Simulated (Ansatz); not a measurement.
## Σ11 (332) boundary in bcc Ta with Co (substitutional): structure and resistance

How much does the Σ11 (332) boundary in bcc Ta with Co (substitutional) reflect electrons?

Program: Ansatz 0.2.0. Level of theory: Ansatz plane-wave DFT, PBE, PAW files, collinear spin; relaxation of a bicrystal slab with its lowest layers held; PAW set soft_1, in the first sound run; inputs show where later runs differ. Results are calculated unless marked as measured.

**1. Starting point**

The cell holds 27 atoms: 26 Ta and 1 Co. Cell: a = 4.671 Å, b = 5.477 Å, c = 30.011 Å, α = 90.0°, β = 90.0°, γ = 90.0°. It derives from Ta. built on the (3 3 2) plane; 2 overlapping atoms removed and the grains opened by 0 Å. Vacuum lies along c.

**2. Relaxing the bicrystal**

The boundary is built by mirroring the lower grain in the boundary plane and removing any atoms that overlap; then the Co is put in at the boundary. A thin bicrystal slab is relaxed first, with the lowest layers held and the upper grain free to shift and open.

The input, input.yaml:

```yaml
crystal:
  lattice:
    - [4.6705251426, 0.0, 0.0]
    - [0.0, 5.4766761838, 0.0]
    - [0.0, 0.0, 30.0109202606]
  atoms:
    - { symbol: Ta, position: [0.0, 0.2727272727, 0.1666060206] }
    - { symbol: Ta, position: [0.5, 1.0, 0.1900677523] }
    - { symbol: Ta, position: [0.0, 0.7272727272, 0.2135294839] }
    - { symbol: Ta, position: [0.5, 0.4545454545, 0.2369912156] }
    - { symbol: Ta, position: [0.0, 0.1818181818, 0.2604529472] }
    - { symbol: Ta, position: [0.5, 0.9090909091, 0.2839146789] }
    - { symbol: Ta, position: [0.0, 0.6363636363, 0.3073764105] }
    - { symbol: Ta, position: [0.5, 0.3636363636, 0.3308381422] }
    - { symbol: Ta, position: [0.0, 0.0909090909, 0.3542998738] }
    - { symbol: Ta, position: [0.5, 0.8181818182, 0.3777616055] }
    - { symbol: Ta, position: [0.0, 0.5454545454, 0.4012233372] }
    - { symbol: Ta, position: [0.5, 0.2727272727, 0.4246850688] }
    - { symbol: Co, position: [0.0, 0.0, 0.4481468005], spin: 2.0 }
    - { symbol: Ta, position: [0.0, 0.5454545454, 0.4950702638] }
    - { symbol: Ta, position: [0.5, 0.8181818182, 0.5185319954] }
    - { symbol: Ta, position: [0.0, 0.0909090909, 0.5419937271] }
    - { symbol: Ta, position: [0.5, 0.3636363636, 0.5654554587] }
    - { symbol: Ta, position: [0.0, 0.6363636363, 0.5889171904] }
    - { symbol: Ta, position: [0.5, 0.9090909091, 0.612378922] }
    - { symbol: Ta, position: [0.0, 0.1818181818, 0.6358406537] }
    - { symbol: Ta, position: [0.5, 0.4545454545, 0.6593023853] }
    - { symbol: Ta, position: [0.0, 0.7272727272, 0.682764117] }
    - { symbol: Ta, position: [0.5, 1.0, 0.7062258486] }
    - { symbol: Ta, position: [0.0, 0.2727272727, 0.7296875803] }
    - { symbol: Ta, position: [0.5, 0.5454545454, 0.7531493119] }
    - { symbol: Ta, position: [0.0, 0.8181818181, 0.7766110436] }
    - { symbol: Ta, position: [0.5, 0.0909090909, 0.8000727752] }
magnetization:
  spin_polarized: true
kpoints:
  mp_grid: { grid: [5, 5, 1] }
hamiltonian:
  xc: pbe
  pseudopotentials: { kind: paw, azcp: { folder: soft_1 } }
scf:
  occupations: { method: fermi_dirac, width: 0.1 }
relax:
  f_tol: 0.03
  max_steps: 80
  constraints: [{ sites: [0, 1, 2, 3, 4] }]
```

On the command line:

```bash
ansatz run input.yaml --threads 4 --pin off --max-ram 15360MiB --backend cpu --events-out ev --progress --plain --runs-dir out
```

Numbers of over 12 decimals in the logs are rounded to 6 here.

Log:

```text
Engine: ansatz 0.2.0, aarch64-unknown-linux-gnu
Pseudopotentials: kind: paw
Pseudopotential: Ta, paw, valence charge 13, recommended cutoff 420 eV (normal), soft_1/Ta.paw.azcp
Pseudopotential: Co, paw, valence charge 17, recommended cutoff 420 eV (normal), soft_1/Co.paw.azcp
Functional definition: PBE
  parameter kappa = 0.804
  parameter beta = 0.066725
  exchange = pbe_x(kappa = kappa, mu = beta*pi^2/3)
  correlation = pbe_c(beta = beta)
Crystal: 27 atoms, lattice volume = 767.648 Å³
Basis set: ecut = 420 eV, 14945 PW (Γ), exchange–correlation on 64×80×432 points (8 copies of the dense FFT grid, shifted against one another)
Bands: 215, of which v1, the nominal top of the filled ones, is band 178 counted from 1 (177 counted from 0)
Symmetry: 2 space group operations
Space group: Pm (ITA 6), of the structure as read, at distance tolerance 9.2e-5 Å
Magnetic group: BNS 6.18 (UNI 25), of the structure as read, at distance tolerance 9.2e-5 Å
k-points: 9 of 25 (time reversal used)
Non-local potential: Ta, projectors of the file, l = 0: 3, l = 1: 2, l = 2: 2, l = 3: 1
Non-local potential: Co, projectors of the file, l = 0: 3, l = 1: 2, l = 2: 3, l = 3: 1
PAW form: soft (Blöchl's): semilocal exchange-correlation on the pseudo side does not see the compensation charge
PAW one-centre angular grid: Ta, 590 points (default); XC on 64 Gauss nodes
PAW one-centre angular grid: Co, 590 points (default); XC on 64 Gauss nodes
Initial density: superposition of atomic densities (neutral atoms: chi_scale 0, normalization atom)
Starting moments: Σ|m| = 2 μB on 1 of 27 sites
Initial wavefunctions: pseudopotential atomic-orbital guess
Functional: x = pbe(κ = 0.804, μ = 0.219515), c = pbe(β = 0.066725)
SCF iter   1: F=—  HF=-263393.725108 eV  |F-HF|=—  |Δ(HF+E_count)|=         —  Δρ=2.57e-2 (↑2.57e-2 ↓2.55e-2)  dr2=3.22e2  dr2_m=1.59e-2  M=1.575 μB ∫|m|=2.334 μB  β_m=0.30  ethr=3.10e-3  ⟨swp⟩=10.4  Hψ=18519  notcnv=0  defer=1
Mixer restart at iter 1: flushing history
preconditioner: auto → LDOS  [metal: Δε(μ)=0.004 eV  Ē_g=4.207 eV  σ=0.100 eV  W_gap=0.01  n_scr=176 (ndim 8)  ℏωp=15.8 eV  f_vac=0.278  D(μ)=27.03/eV (n_scr^D=198)]
spin=Collinear: LDOS preconditioning applied to the charge; magnetization (m = ρ↑ − ρ↓) channel mixes plain (no charge-response kernel on spin).
SCF iter   2: F=—  HF=-263382.588284 eV  |F-HF|=—  |Δ(HF+E_count)|=    1.11e1  Δρ=1.68e-2 (↑1.68e-2 ↓1.65e-2)  dr2=1.22e2  dr2_m=1.98e-2  M=1.489 μB ∫|m|=2.319 μB  β_m=0.53  ethr=3.10e-3  ⟨swp⟩=4.6  Hψ=6767  notcnv=0  defer=58
SCF iter   3: F=—  HF=-263378.814046 eV  |F-HF|=—  |Δ(HF+E_count)|=    3.77e0  Δρ=9.57e-3 (↑9.35e-3 ↓9.57e-3)  dr2=5.53e1  dr2_m=4.87e-2  M=1.283 μB ∫|m|=2.263 μB  β_m=0.72  ethr=3.10e-3  ⟨swp⟩=9.1  Hψ=14524  notcnv=0  defer=51
SCF iter   4: F=—  HF=-263377.810977 eV  |F-HF|=—  |Δ(HF+E_count)|=    1.00e0  Δρ=3.97e-3 (↑3.28e-3 ↓3.97e-3)  dr2=5.69e-1  dr2_m=4.80e-2  M=1.205 μB ∫|m|=2.221 μB  β_m=0.74  ethr=3.10e-3  ⟨swp⟩=6.3  Hψ=5973  notcnv=0  defer=22
SCF iter   5: F=—  HF=-263377.845234 eV  |F-HF|=—  |Δ(HF+E_count)|=   3.43e-2  Δρ=2.72e-3 (↑2.00e-3 ↓2.72e-3)  dr2=1.71e-1  dr2_m=3.35e-2  M=1.120 μB ∫|m|=2.135 μB  β_m=0.87  ethr=1.60e-4  ⟨swp⟩=3.7  Hψ=6003  notcnv=0  defer=29
SCF iter   6: F=—  HF=-263377.907813 eV  |F-HF|=—  |Δ(HF+E_count)|=         —  Δρ=5.29e-3 (↑4.98e-3 ↓5.29e-3)  dr2=1.81e-1  dr2_m=1.74e-1  M=0.864 μB ∫|m|=1.765 μB  β_m=0.87  ethr=4.83e-5  ⟨swp⟩=2.6  Hψ=7263  notcnv=0  defer=22
SCF iter   7: F=—  HF=-263377.923423 eV  |F-HF|=—  |Δ(HF+E_count)|=   1.56e-2  Δρ=2.89e-3 (↑2.89e-3 ↓2.83e-3)  dr2=3.81e-1  dr2_m=3.02e-2  M=0.783 μB ∫|m|=1.574 μB  β_m=0.94  ethr=4.83e-5  ⟨swp⟩=1.9  Hψ=4388  notcnv=0  defer=23
SCF iter   8: F=—  HF=-263377.908480 eV  |F-HF|=—  |Δ(HF+E_count)|=   1.49e-2  Δρ=1.45e-3 (↑1.45e-3 ↓1.15e-3)  dr2=5.25e-1  dr2_m=5.83e-3  M=0.696 μB ∫|m|=1.389 μB  β_m=0.91  ethr=4.83e-5  ⟨swp⟩=2.1  Hψ=6184  notcnv=0  defer=24
SCF iter   9: F=—  HF=-263377.896020 eV  |F-HF|=—  |Δ(HF+E_count)|=   1.25e-2  Δρ=7.11e-4 (↑4.85e-4 ↓7.11e-4)  dr2=1.61e-1  dr2_m=6.47e-4  M=0.658 μB ∫|m|=1.303 μB  β_m=0.80  ethr=4.83e-5  ⟨swp⟩=1.1  Hψ=3941  notcnv=0  defer=24
SCF iter  10: F=—  HF=-263377.892124 eV  |F-HF|=—  |Δ(HF+E_count)|=   3.90e-3  Δρ=3.33e-4 (↑3.33e-4 ↓2.33e-4)  dr2=2.91e-2  dr2_m=2.44e-4  M=0.642 μB ∫|m|=1.265 μB  β_m=0.90  ethr=4.52e-5  ⟨swp⟩=1.1  Hψ=3871  notcnv=0  defer=23
SCF iter  11: F=—  HF=-263377.891221 eV  |F-HF|=—  |Δ(HF+E_count)|=   9.03e-4  Δρ=1.30e-4 (↑1.15e-4 ↓1.30e-4)  dr2=4.60e-4  dr2_m=1.10e-6  M=0.625 μB ∫|m|=1.217 μB  β_m=0.77  ethr=8.19e-6  ⟨swp⟩=2.0  Hψ=4667  notcnv=0  defer=23
SCF iter  12: F=—  HF=-263377.891147 eV  |F-HF|=—  |Δ(HF+E_count)|=   7.40e-5  Δρ=4.05e-5 (↑4.05e-5 ↓2.66e-5)  dr2=3.62e-5  dr2_m=1.01e-6  M=0.623 μB ∫|m|=1.214 μB  β_m=0.76  ethr=1.30e-7  ⟨swp⟩=2.9  Hψ=7972  notcnv=0  defer=23
SCF iter  13: F=—  HF=-263377.891147 eV  |F-HF|=—  |Δ(HF+E_count)|=   2.76e-7  Δρ=2.31e-5 (↑1.56e-5 ↓2.31e-5)  dr2=3.07e-6  dr2_m=2.40e-6  M=0.621 μB ∫|m|=1.210 μB  β_m=0.78  ethr=1.02e-8  ⟨swp⟩=2.7  Hψ=7434  notcnv=0  defer=23
SCF iter  14: F=-263377.891148 eV  HF=-263377.891148 eV  |F-HF|=1.73e-8  |Δ(HF+E_count)|=   9.71e-7  Δρ=4.19e-6 (↑4.19e-6 ↓4.15e-6)  dr2=4.30e-7  dr2_m=8.46e-8  M=0.620 μB ∫|m|=1.206 μB  ethr=8.65e-10  ⟨swp⟩=1.6  Hψ=11457  notcnv=0
SCF 1 converged in 14 iterations: F = -263377.891148 eV  dr2 = 4.30e-7
  greatest PAW one-centre occupation: 1.000 electrons in one spin orbital (limit 2), on the Co atom at site 12 (counted from 0), in its partial waves of l = 1
relax step   1: F+E_penalty+E_count = -263377.89114831 eV  Δ(F+E_penalty+E_count) = +0.000e0 eV  max|allowed force component| = 1.859e0 eV/Å  Δτ_max = 0.0000 Å  (14 SCF iters, dr2 threshold 2.25e-5 eV, accepted)
Initial density: handed on by an earlier stage of this run
Starting moments: Σ|m| = 2 μB on 1 of 27 sites; this step starts from the density that it was given
Initial wavefunctions: those handed on with the density
iter 1 solved again at ethr=2.59e-3 eV; its pass at ethr=3.10e-3 eV (dr2=9.20e0 eV) is discarded
SCF iter   1: F=—  HF=-263379.362300 eV  |F-HF|=—  |Δ(HF+E_count)|=         —  Δρ=6.61e-3 (↑6.61e-3 ↓6.41e-3)  dr2=9.77e0  dr2_m=4.90e-2  M=0.524 μB ∫|m|=1.025 μB  β_m=0.30  ethr=2.59e-3  ⟨swp⟩=1.8  Hψ=13038  notcnv=0  defer=22
preconditioner: auto → LDOS  [metal: Δε(μ)=0.006 eV  Ē_g=3.663 eV  σ=0.100 eV  W_gap=0.01  n_scr=176 (ndim 8)  ℏωp=15.8 eV  f_vac=0.287  D(μ)=37.12/eV (n_scr^D=352)]
spin=Collinear: LDOS preconditioning applied to the charge; magnetization (m = ρ↑ − ρ↓) channel mixes plain (no charge-response kernel on spin).
[...]
SCF iter   2: F=—  HF=-263380.518361 eV  |F-HF|=—  |Δ(HF+E_count)|=   4.79e-4  Δρ=2.36e-4 (↑2.35e-4 ↓2.36e-4)  dr2=4.45e-3  dr2_m=4.12e-5  M=-0.000 μB ∫|m|=0.000 μB  β_m=0.57  ethr=5.22e-6  ⟨swp⟩=1.4  Hψ=4511  notcnv=0  defer=30
SCF iter   3: F=—  HF=-263380.518358 eV  |F-HF|=—  |Δ(HF+E_count)|=   3.06e-6  Δρ=5.91e-5 (↑5.89e-5 ↓5.91e-5)  dr2=2.31e-4  dr2_m=1.24e-6  M=-0.000 μB ∫|m|=0.000 μB  β_m=0.60  ethr=1.25e-6  ⟨swp⟩=2.0  Hψ=4385  notcnv=0  defer=30
SCF iter   4: F=—  HF=-263380.518370 eV  |F-HF|=—  |Δ(HF+E_count)|=   1.21e-5  Δρ=2.84e-5 (↑2.82e-5 ↓2.84e-5)  dr2=1.85e-5  dr2_m=1.84e-8  M=-0.000 μB ∫|m|=0.000 μB  β_m=0.58  ethr=6.52e-8  ⟨swp⟩=2.0  Hψ=5244  notcnv=0  defer=30
SCF iter   5: F=—  HF=-263380.518373 eV  |F-HF|=—  |Δ(HF+E_count)|=   3.50e-6  Δρ=1.05e-5 (↑1.05e-5 ↓1.04e-5)  dr2=3.50e-6  dr2_m=6.98e-9  M=-0.000 μB ∫|m|=0.000 μB  β_m=0.65  ethr=5.20e-9  ⟨swp⟩=3.0  Hψ=7596  notcnv=0  defer=30
SCF iter   6: F=—  HF=-263380.518375 eV  |F-HF|=—  |Δ(HF+E_count)|=   1.99e-6  Δρ=3.69e-6 (↑3.68e-6 ↓3.69e-6)  dr2=9.57e-7  dr2_m=9.26e-10  M=-0.000 μB ∫|m|=0.000 μB  β_m=0.66  ethr=9.86e-10  ⟨swp⟩=2.0  Hψ=6625  notcnv=0  defer=30
SCF iter   7: F=—  HF=-263380.518376 eV  |F-HF|=—  |Δ(HF+E_count)|=   2.61e-7  Δρ=2.64e-6 (↑2.64e-6 ↓2.56e-6)  dr2=2.47e-7  dr2_m=5.22e-11  M=-0.000 μB ∫|m|=0.000 μB  β_m=0.59  ethr=2.70e-10  ⟨swp⟩=2.0  Hψ=6791  notcnv=0  defer=30
SCF iter   8: F=—  HF=-263380.518376 eV  |F-HF|=—  |Δ(HF+E_count)|=   1.41e-8  Δρ=5.44e-7 (↑5.11e-7 ↓5.44e-7)  dr2=1.21e-8  dr2_m=3.14e-11  M=-0.000 μB ∫|m|=0.000 μB  β_m=0.59  ethr=6.96e-11  ⟨swp⟩=2.3  Hψ=6796  notcnv=0  defer=30
SCF iter   9: F=—  HF=-263380.518376 eV  |F-HF|=—  |Δ(HF+E_count)|=   2.46e-8  Δρ=2.19e-7 (↑2.19e-7 ↓1.99e-7)  dr2=1.53e-9  dr2_m=1.08e-11  M=-0.000 μB ∫|m|=0.000 μB  β_m=0.80  ethr=3.40e-12  ⟨swp⟩=3.3  Hψ=8590  notcnv=0  defer=30
SCF iter  10: F=-263380.518376 eV  HF=-263380.518376 eV  |F-HF|=1.57e-9  |Δ(HF+E_count)|=   4.07e-9  Δρ=2.19e-7 (↑2.01e-7 ↓2.19e-7)  dr2=1.51e-9  dr2_m=7.88e-13  M=-0.000 μB ∫|m|=0.000 μB  ethr=1.00e-12  ⟨swp⟩=1.0  Hψ=12644  notcnv=0
the starting moments were not kept: the SCF closed with an absolute magnetisation of 8.7e-6 μB, where they sum to 2 μB in size (1 site). That is at most 0.1 of that sum. Measured as dr2_m measures the in/out step, that magnetisation stands 3.0e-11 eV from none, at or under the dr2_threshold of 1.0e-7 eV: it is no larger than a step whose dr2_m would equal this threshold.
SCF 18 converged in 10 iterations: F = -263380.518376 eV  dr2 = 1.51e-9
relax step  18: F+E_penalty+E_count = -263380.51837558 eV  Δ(F+E_penalty+E_count) = -1.569e-4 eV  max|allowed force component| = 1.648e-2 eV/Å  Δτ_max = 0.0192 Å  (10 SCF iters, accepted)
SCF converged after 10 iterations
Magnetization: -0.0000 μB (177.5000 up, 177.5000 down)
Absolute magnetization: 0.0000 μB (∫|ρ↑−ρ↓|, with the PAW one-centre terms)
Spin contamination: 0.0000 ħ² per cell (⟨S²⟩ above its minimum at these occupations)
Per-site moments (μB) at R_I (Å): [(-3.161344994160275e-7, 1.179792), (-3.5649294332489355e-8, 1.174353), (3.531582979292179e-8, 1.161602), (-2.8324910567316007e-9, 1.179792), (7.266348668260808e-9, 1.169088), (5.540057568341104e-8, 1.173115), (-2.261385470777535e-8, 1.113886), (4.030046601073546e-8, 1.176371), (1.6227010999094886e-7, 1.029186), (8.492209781794265e-8, 1.160203), (1.1091477375203636e-7, 1.059264), (-9 [...]
Free energy (F): -263380.518376 eV
Harris-Foulkes:  -263380.518376 eV  (|F-HF|=1.57e-9)
Internal energy: -263379.403667 eV  (E = F + TS)
E sigma→0 (E₀):  -263379.961021 eV
Entropy (-TS):   -1.114709 eV (-41.286 meV/atom)
Fermi energy:    10.295835 eV
--- Per-component energies (eV) ---
  E_band       = -5941.493486
  E_kinetic    = 10501.924221
  E_local      = -330481.265790  (includes V_loc(G=0)·N_el)
  E_nonlocal   = 147.532797
  E_hartree    = 161647.480327
  E_xc         = -8430.069541
  E_vxc        = -6173.608923  (∫ρ·V_xc dr)
  E_paw        = -217489.846417  (= ΣΔE_a)
  E_vpaw       = -3231.045901  (= ΣTr[D̂ρ^β])
  E_aug_tail   = 0.002434  (compensation charges beyond the density's cutoff)
  E_ewald      = 120724.838301
  E_smearing   = -1.114709  (= −TS)
  E_closure    = 0.000000  (closes the sum)
  Σ components = -263380.518376   (vs F -263380.518376, Δ=0.00e0)
--- Forces (eV/Å), atoms counted from 1 ---
  atom   1  Ta     0.00000000    -0.24951629     1.89544122
  atom   2  Ta     0.00000000    -0.06866187     0.34629501
  atom   3  Ta    -0.00000000     0.55193697    -0.44489500
  atom   4  Ta    -0.00000000    -0.40385792    -1.03591923
  atom   5  Ta    -0.00000000     0.17225795    -0.76427752
  atom   6  Ta     0.00000000    -0.00091831     0.00457744
  atom   7  Ta     0.00000000     0.00042046     0.00585702
  atom   8  Ta     0.00000000     0.00055194     0.00194367
  atom   9  Ta    -0.00000000    -0.00155945     0.00179997
  atom  10  Ta     0.00000000     0.00296676    -0.00035421
  atom  11  Ta     0.00000000    -0.00052189    -0.01647719
  atom  12  Ta     0.00000000    -0.00154252     0.00185359
  atom  13  Co    -0.00000000     0.00313707    -0.00453961
  atom  14  Ta    -0.00000000    -0.00456976     0.01043266
  atom  15  Ta     0.00000000     0.00185436     0.00373787
  atom  16  Ta    -0.00000000     0.00090891     0.00555524
  atom  17  Ta     0.00000000     0.00064448    -0.00351916
  atom  18  Ta     0.00000000    -0.00383112    -0.00186297
  atom  19  Ta     0.00000000     0.00267684    -0.00671056
  atom  20  Ta     0.00000000    -0.00279698     0.00409937
  atom  21  Ta     0.00000000     0.00096703    -0.00770053
  atom  22  Ta     0.00000000    -0.00412255     0.00820398
  atom  23  Ta     0.00000000     0.00695138    -0.00484483
  atom  24  Ta    -0.00000000     0.00129604     0.00622565
  atom  25  Ta     0.00000000    -0.00110192    -0.00816186
  atom  26  Ta    -0.00000000    -0.00041047     0.00682878
  atom  27  Ta     0.00000000    -0.00316229    -0.00358802
  max |Σ_I F_I| component: 3.12e-6 eV/Å
--- Relaxed structure (18 steps of the walk, 15 accepted, 0 SCFs on fresh bases) ---
  F+E_penalty+E_count = -263380.51837558 eV   max|allowed force component| = 1.648e-2 eV/Å
  atoms:
    - { symbol: Ta, position: [0.0, 0.272727, 0.166606] }
    - { symbol: Ta, position: [0.500000, 1.0, 0.190068] }
    - { symbol: Ta, position: [0.0, 0.727273, 0.213529] }
    - { symbol: Ta, position: [0.500000, 0.454545, 0.236991] }
    - { symbol: Ta, position: [0.0, 0.181818, 0.260453] }
    - { symbol: Ta, position: [0.500000, 0.914033, 0.283624] }
    - { symbol: Ta, position: [-1.0832427900105995e-18, 0.635575, 0.305858] }
    - { symbol: Ta, position: [0.500000, 0.360377, 0.333308] }
    - { symbol: Ta, position: [-3.925777405760138e-19, 0.083280, 0.353750] }
    - { symbol: Ta, position: [0.500000, 0.815075, 0.380070] }
    - { symbol: Ta, position: [-5.076754083081502e-18, 0.539374, 0.394107] }
    - { symbol: Ta, position: [0.500000, 0.253145, 0.433250] }
    - { symbol: Co, position: [-9.619172783868612e-18, -0.021363, 0.434663] }
    - { symbol: Ta, position: [-1.123347026891794e-17, 0.497051, 0.479324] }
    - { symbol: Ta, position: [0.500000, 0.786139, 0.482903] }
    - { symbol: Ta, position: [-1.7986410746955196e-17, 0.041181, 0.516781] }
    - { symbol: Ta, position: [0.500000, 0.323506, 0.536313] }
    - { symbol: Ta, position: [-1.7061982926164907e-17, 0.600162, 0.565000] }
    - { symbol: Ta, position: [0.500000, 0.874240, 0.585223] }
    - { symbol: Ta, position: [-1.8345657806827043e-17, 0.142093, 0.610124] }
    - { symbol: Ta, position: [0.500000, 0.415083, 0.633302] }
    - { symbol: Ta, position: [-1.7997573753315874e-17, 0.686584, 0.657536] }
    - { symbol: Ta, position: [0.500000, 0.961484, 0.678889] }
    - { symbol: Ta, position: [-1.516060060035144e-17, 0.224975, 0.708436] }
    - { symbol: Ta, position: [0.500000, 0.519481, 0.726637] }
    - { symbol: Ta, position: [-1.957156202069924e-17, 0.762487, 0.749176] }
    - { symbol: Ta, position: [0.500000, 0.045584, 0.765295] }
```

Elapsed: 48 min, on 4 threads of Arm Neoverse V1, shared host; peak memory 4.2 GiB.

The steps of the relaxation:

```tsv
step	energy less that of the first step (eV)	largest force component (eV/Å)
1	0.0000	1.8589
2	-1.0365	0.8516
3	-1.6542	0.5390
4	-2.0904	0.2395
5	-2.3824	0.1544
6	-2.5518	0.1180
7	-2.5877	0.6013
8	-2.5797	0.3664
9	-2.6188	0.0675
10	-2.6201	0.0554
11	-2.6216	0.0266
12	-2.6224	0.0402
13	-2.6219	0.1392
14	-2.6248	0.0499
15	-2.6263	0.0706
16	-2.6271	0.0373
17	-2.6263	0.0863
18	-2.6272	0.0165
```

Relaxation steps 8, 13, 17 were tried and not accepted.

Forces are held to the 2 operations that the run works with; a distortion that breaks them can't arise in this run.

The atoms that moved most (Å):

```tsv
atom	dx	dy	dz	length
Ta15	0.000	-0.175	-1.069	1.084
Ta27	0.000	-0.248	-1.044	1.073
Ta17	0.000	-0.220	-0.875	0.902
Ta26	0.000	-0.305	-0.823	0.878
Ta23	0.000	-0.211	-0.820	0.847
Ta19	0.000	-0.191	-0.815	0.837
Ta21	0.000	-0.216	-0.780	0.810
Ta25	0.000	-0.142	-0.796	0.808
```

The relaxed structure:

```cif
data_structure
_symmetry_space_group_name_H-M 'P 1'
_symmetry_Int_Tables_number 1
_cell_length_a 4.6705
_cell_length_b 5.4767
_cell_length_c 30.0109
_cell_angle_alpha 90.000
_cell_angle_beta 90.000
_cell_angle_gamma 90.000
_cell_volume 767.65
loop_
_atom_site_label
_atom_site_type_symbol
_atom_site_fract_x
_atom_site_fract_y
_atom_site_fract_z
_atom_site_occupancy
Ta1 Ta 0.00000 0.27273 0.16661 1
Ta2 Ta 0.50000 0.00000 0.19007 1
Ta3 Ta 0.00000 0.72727 0.21353 1
Ta4 Ta 0.50000 0.45455 0.23699 1
Ta5 Ta 0.00000 0.18182 0.26045 1
Ta6 Ta 0.50000 0.91403 0.28362 1
Ta7 Ta 0.00000 0.63557 0.30586 1
Ta8 Ta 0.50000 0.36038 0.33331 1
Ta9 Ta 0.00000 0.08328 0.35375 1
Ta10 Ta 0.50000 0.81507 0.38007 1
Ta11 Ta 0.00000 0.53937 0.39411 1
Ta12 Ta 0.50000 0.25314 0.43325 1
Co13 Co 0.00000 0.97864 0.43466 1
Ta14 Ta 0.00000 0.49705 0.47932 1
Ta15 Ta 0.50000 0.78614 0.48290 1
Ta16 Ta 0.00000 0.04118 0.51678 1
Ta17 Ta 0.50000 0.32351 0.53631 1
Ta18 Ta 0.00000 0.60016 0.56500 1
Ta19 Ta 0.50000 0.87424 0.58522 1
Ta20 Ta 0.00000 0.14209 0.61012 1
Ta21 Ta 0.50000 0.41508 0.63330 1
Ta22 Ta 0.00000 0.68658 0.65754 1
Ta23 Ta 0.50000 0.96148 0.67889 1
Ta24 Ta 0.00000 0.22498 0.70844 1
Ta25 Ta 0.50000 0.51948 0.72664 1
Ta26 Ta 0.00000 0.76249 0.74918 1
Ta27 Ta 0.50000 0.04558 0.76530 1
```

Numbers from this step:

```yaml
free_energy: -263380.5184 eV
energy_at_zero_smearing: -263379.9610 eV
fermi_energy: 10.30 eV
```

The largest force component on a free atom ends at 0.016 eV/Å, under the tolerance of 0.03, after 18 steps.

[end of part 1 of 2]

[Logs are printed without paths, hosts, clocks, repeated set-up lines and the standing remarks that a program may print on its own settings, such as how far it seeks lower states.]

[Hosts, paths, dates, database ids (printed as entryN), source tags and the programs' standing remarks are cut or masked in the printed files.]
